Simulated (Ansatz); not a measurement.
Crystal: B.

```xyz
1
Lattice="1.8852 0.0000 0.0000 0.0000 1.8852 0.0000 0.0000 0.0000 1.8852" Properties=species:S:1:pos:R:3 pbc="T T T"
B     0.9426    0.9426    0.9426
```

The cell was built by a generator and needn't be a form met in nature.

Base run:

| Property | Result |
| --- | --- |
| Program | Ansatz 0.2.0 |
| Functional | LDA |
| Potentials or basis | Ansatz PAW |
| Cutoff | 420 eV (not typed: the program's choice for these potentials) |
| k mesh | 14 × 14 × 14 |
| Occupations | fermi-dirac, width 0.05 eV |
| Spin | no spin polarisation |

Its results: band gap on the k mesh none (metal or under the smearing width); pressure -7.4 GPa.

Problem. After a change of settings the same cell gave: band gap on the k mesh none (metal or under the smearing width); pressure 0.5 GPa. Which change was it?
A. functional from LDA to r2SCAN; cutoff from 420 eV (not typed: the program's choice for these potentials) to 500 eV (not typed: the program's choice for these potentials)
B. functional from LDA to PBEsol
C. functional from LDA to RPBE
D. functional from LDA to BLYP

Solution. A.

Caveats: the PAW data sets come from PBE, with cores solved anew for the run's functional, which leaves a small shift of forces and pressure.
